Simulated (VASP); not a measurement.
Here is a VASP 6.6.1 calculation.

The input INCAR:

```
ALGO = Normal
EDIFF = 1E-6
ENCUT = 520
GGA = PS
ISIF = 2
ISMEAR = 1
LASPH = True
LCHARG = False
LREAL = False
LWAVE = False
NBANDS = 30
NELM = 100
PREC = Accurate
SIGMA = 0.15
```

File KPOINTS:

```
k-points
0
Gamma
  5 5 7
```

Contents of POSCAR:

```
IrO2
1.0
    4.5051000000      0.0000000000      0.0000000000
    0.0000000000      4.5051000000      0.0000000000
    0.0000000000      0.0000000000      3.1586000000
Ir O
2 4
Direct
    0.0000000000      0.0000000000      0.0000000000
    0.5000000000      0.5000000000      0.5000000000
    0.3077000000      0.3077000000      0.0000000000
    0.1923000000      0.8077000000      0.5000000000
    0.6923000000      0.6923000000      0.0000000000
    0.8077000000      0.1923000000      0.5000000000
```

Potentials or basis: VASP PAW PBE potentials, release 64 (Ir, O).

The run is started by

```sh
$ cat potpaw_PBE.64/Ir/POTCAR potpaw_PBE.64/O/POTCAR > POTCAR
$ mpirun -np 1 vasp_std > vasp.out
```

Q: What does it give for the pressure?

A: -1.8 GPa.

Q: Estimate the largest force.

A: 0.143 eV/Å.

Q: Predict the band gap on the k mesh.

A: None (metal or under the smearing width).

Stress tensor (GPa, compression positive):
```
-1.92  0.00  0.00
 0.00 -1.92  0.00
 0.00  0.00 -1.66
```

Caveat: the PAW data sets were made with another functional, which shifts forces and pressure a little. The run has no spin-orbit coupling, so splittings on Ir are missing.
